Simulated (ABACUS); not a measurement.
# MoS2 (R3m) in ABACUS: equation of state

How stiff is MoS2 in PBEsol, and what volume does it want? The cell is scaled to several volumes.

All numbers are computed with ABACUS 3.10.1; they aren't measurements. Logs are shortened: lines on timing, memory, paths and dates and some standing lists are left out, and cuts for length are marked.

## (1) Starting point

It takes space group R3m (No. 160, trigonal). Conventional cell: a = 3.160 Å, b = 3.160 Å, c = 18.450 Å, α = 90.00°, β = 90.00°, γ = 120.00°. Mo (site symmetry 3m) has 6 S at 2.39 Å as nearest neighbours. S (site symmetry 3m) has 3 Mo at 2.39 Å as nearest neighbours. S (site symmetry 3m) has 3 Mo at 2.39 Å as nearest neighbours.

Measurements of this composition are mostly on another form, of space group No. 194.

## (2) Equation of state, PBEsol, 16.66 Å³/atom (volume scaled by 0.94)

The input, INPUT:

```
INPUT_PARAMETERS
suffix              MoS2
calculation         scf
basis_type          pw
pseudo_dir          ./
symmetry            1
dft_functional      pbesol
ecutwfc             81
pseudo_rcut         7
nspin               1
nbands              17
ks_solver           dav
smearing_method     fd
smearing_sigma      0.00367493
scf_thr             1e-08
scf_nmax            100
mixing_type         broyden
mixing_beta         0.7
cal_force           1
cal_stress          1
kpar                4
```

The input, STRU:

```
ATOMIC_SPECIES
Mo 95.9500 Mo.upf
S 32.0600 S.upf

LATTICE_CONSTANT
1.8897261246

LATTICE_VECTORS
1.5477460518 0.8935915996 6.0244545686
-1.5477460518 0.8935915996 6.0244545686
0.0000000000 -1.7871831992 6.0244545686

ATOMIC_POSITIONS
Direct

Mo
0.0
1
0.0000000000 0.0000000000 0.0000000000 1 1 1

S
0.0
2
0.4170000000 0.4170000000 0.4170000000 1 1 1
0.2500000000 0.2500000000 0.2500000000 1 1 1
```

The input, KPT:

```
K_POINTS
0
Gamma
10 10 10 0 0 0
```

Potentials or basis: PseudoDojo NC SR 0.4.1 PBEsol standard, plane waves.

Started as:

```console
> OMP_NUM_THREADS=1 mpirun -np 4 abacus > log
```

running log:

```text
ABACUS v3.10.1

               Atomic-orbital Based Ab-initio Computation at UStc

 ------------------------------------------------------------------------------------

 READING GENERAL INFORMATION
                           global_out_dir = OUT.MoS2/
                           global_in_card = INPUT
                               pseudo_dir = ./
                              orbital_dir =
                                    DSIZE = 4
                                    GSIZE = 1

 READING UNITCELL INFORMATION
                                    ntype = 2
                  lattice constant (Bohr) = 1.88973
              lattice constant (Angstrom) = 1

 READING ATOM TYPE 1
                               atom label = Mo
                      L=0, number of zeta = 1
                      L=1, number of zeta = 1
                      L=2, number of zeta = 1
             number of atom for this type = 1

 READING ATOM TYPE 2
                               atom label = S
                      L=0, number of zeta = 1
                      L=1, number of zeta = 1
                      L=2, number of zeta = 1
             number of atom for this type = 2

                        TOTAL ATOM NUMBER = 3
DIRECT COORDINATES
    atom                   x                   y                   z     mag                  vx                  vy                  vz
taud_Mo1            0.0000000000        0.0000000000        0.0000000000  0.0000        0.0000000000        0.0000000000        0.0000000000
taud_S1            0.4170000000        0.4170000000        0.4170000000  0.0000        0.0000000000        0.0000000000        0.0000000000
taud_S2            0.2500000000        0.2500000000        0.2500000000  0.0000        0.0000000000        0.0000000000        0.0000000000

                          Volume (Bohr^3) = 337.368
                             Volume (A^3) = 49.9928

 Lattice vectors: (Cartesian coordinate: in unit of a_0)
             +1.54775           +0.893592            +6.02445
             -1.54775           +0.893592            +6.02445
                   +0            -1.78718            +6.02445
 Reciprocal vectors: (Cartesian coordinate: in unit of 2 pi/a_0)
             +0.32305           +0.186513            +0.05533
             -0.32305           +0.186513            +0.05533
                   +0           -0.373026            +0.05533
 The esolver type has been set to : ksdft_pw

                PAO radial cut off (Bohr) = 7

 Read in pseudopotential file is Mo.upf
                     pseudopotential type = NC
          exchange-correlation functional = PBESOL
                 nonlocal core correction = 1
                        valence electrons = 14
                                     lmax = 2
                           number of zeta = 4
                     number of projectors = 6
                           L of projector = 0
[... 5 lines left out ...]
                PAO radial cut off (Bohr) = 7

 Read in pseudopotential file is S.upf
[... 200 lines left out ...]

 Make real space PAO into reciprocal space.
       max mesh points in Pseudopotential = 701
     dq(describe PAO in reciprocal space) = 0.01
                                    max q = 1084

 number of pseudo atomic orbitals for Mo is 4
WARNING: norm of atomic wavefunction # 3 of atomic type Mo is 0.999077, renormalized
WARNING: norm of atomic wavefunction # 4 of atomic type Mo is 0.989366, renormalized

 number of pseudo atomic orbitals for S is 2
WARNING: norm of atomic wavefunction # 1 of atomic type S is 0.999996, renormalized
WARNING: norm of atomic wavefunction # 2 of atomic type S is 0.999702, renormalized

 -------------------------------------------
 SELF-CONSISTENT
 -------------------------------------------

                                 init_chg = atomic

 PW ALGORITHM --------------- ION=   1  ELEC=   1--------------------------------

 Density error is 0.436662472834
                          Error Threshold = 0.01
----------------------------------------------------------
     Energy           Rydberg                 eV
----------------------------------------------------------
 E_KohnSham     -184.6269146896      -2511.9780439382
 E_Harris       -190.5669991175      -2592.7970387584
 E_Fermi        0.9686336961         13.1789375423
----------------------------------------------------------
[... 99 lines left out ...]
 Density error is 1.91976657143e-09
                          Error Threshold = 1.48188732369e-10
----------------------------------------------------------
     Energy           Rydberg                 eV
----------------------------------------------------------
 E_KohnSham     -184.8250411657      -2514.6736929387
 E_KS(sigma->0) -184.8250410970      -2514.6736920037
 E_Harris       -184.8245425525      -2514.6669089579
 E_band         -9.5795835163        -130.3369202885
 E_one_elec     -84.3080064146       -1147.0692742588
 E_Hartree      54.2644081282        738.3051491407
 E_xc           -33.3522024369       -453.7799939912
 E_Ewald        -121.4292403050      -1652.1295719594
 E_entropy(-TS) -0.0000001374        -0.0000018699
 E_descf        0.0000000000         0.0000000000
 E_exx          0.0000000000         0.0000000000
 E_Fermi        0.9265260766         12.6060339872
----------------------------------------------------------

 charge density convergence is achieved
 final etot is -2514.6736929 eV
 EFERMI = 12.606033987 eV

 STATE ENERGY(eV) AND OCCUPATIONS    NSPIN == 1
 1/29 kpoint (Cartesian) = 0.0000 0.0000 0.0000 (4167 pws)
       1       -49.3106     0.00200000
       2       -23.5812     0.00200000
       3       -23.2594     0.00200000
       4       -23.2594     0.00200000
       5       -3.40452     0.00200000
       6       -1.44082     0.00200000
[... 9 lines left out ...]
      16        14.8519    6.21923e-23
[... 82 lines left out ...]
       4       -23.3783     0.00600000
       5       -1.13437     0.00600000
       6      -0.886328     0.00600000
[... 9 lines left out ...]
      16        15.7656    2.16136e-30
      17        15.9011    1.43800e-31

[... levels at 23 further k points ...]

------------------------------------------------------------------------------------------
 TOTAL-FORCE (eV/Angstrom)
------------------------------------------------------------------------------------------
                       Mo1         0.0000000000         0.0000000000         0.0984062840
                        S1         0.0000000000         0.0000000000         1.3297223354
                        S2         0.0000000000         0.0000000000        -1.4281286194
------------------------------------------------------------------------------------------

----------------------------------------------------------------
 TOTAL-STRESS (KBAR)
----------------------------------------------------------------
       100.8749517991         0.0000000000         0.0000000000
         0.0000000000       100.8749518090        -0.0000000000
        -0.0000000000         0.0000000000       143.0700075528
----------------------------------------------------------------
 TOTAL-PRESSURE: 114.939970 KBAR

 --------------------------------------------
 !FINAL_ETOT_IS -2514.6736929386670454 eV
 --------------------------------------------
```

stdout:

```text
ABACUS v3.10.1

               Atomic-orbital Based Ab-initio Computation at UStc

%%%%%%%%%%%%%%%%%%%%%%%%%%%%%%%%%%%%%%%%%%%%%%%%%%%%%%%%%%%%%%%%%%%%%%%%%%%%%%%%%%%%%%%%%%%%%%%%%%%%%%%%%
 Warning: the number of valence electrons in pseudopotential > 6 for Mo: [Kr] 4d5 5s1
[... 36 lines left out ...]
 TOTAL-STRESS (KBAR)
----------------------------------------------------------------
       100.8749517991         0.0000000000         0.0000000000
         0.0000000000       100.8749518090        -0.0000000000
        -0.0000000000         0.0000000000       143.0700075528
----------------------------------------------------------------
 TOTAL-PRESSURE: 114.939970 KBAR
```

Wall time 93 s (4 MPI ranks of Intel Xeon 6975P-C (Granite Rapids), shared host); peak memory 0.72 GiB.

Results:

- Free energy: -2514.6737 eV
- Pressure: 11.5 GPa
- Largest force: 1.428 eV/Å
- Band gap on the k mesh: 0.85 eV, indirect (least direct gap 2.13 eV)

Caveat: forces of over 1 eV/Å show positions far from the minimum, so gaps and moduli don't describe the material at rest.

## (3) Equation of state, PBEsol, 17.02 Å³/atom (volume scaled by 0.96)

INPUT is that of step 2.

Changes to STRU since step 2:

```diff
@@ -8,5 +8,5 @@
 LATTICE_VECTORS
-1.5477460518 0.8935915996 6.0244545686
--1.5477460518 0.8935915996 6.0244545686
-0.0000000000 -1.7871831992 6.0244545686
+1.5586460310 0.8998847055 6.0668817029
+-1.5586460310 0.8998847055 6.0668817029
+0.0000000000 -1.7997694111 6.0668817029
```

KPT is that of step 2.

Potentials or basis: PseudoDojo NC SR 0.4.1 PBEsol standard, plane waves.

Started as:

```console
> OMP_NUM_THREADS=1 mpirun -np 4 abacus > log
```

It took 94 s on 4 MPI ranks of Intel Xeon 6975P-C (Granite Rapids), shared host; peak memory 0.76 GiB.

The run converged. Its results:

```
Free energy            : -2514.7362 eV
Pressure               : 7.4 GPa
Largest force          : 1.013 eV/Å
Band gap on the k mesh : 0.87 eV, indirect (least direct gap 2.07 eV)
```

Caveat: forces of over 1 eV/Å show positions far from the minimum, so gaps and moduli don't describe the material at rest.

(Part 1 of 2 ends here.)
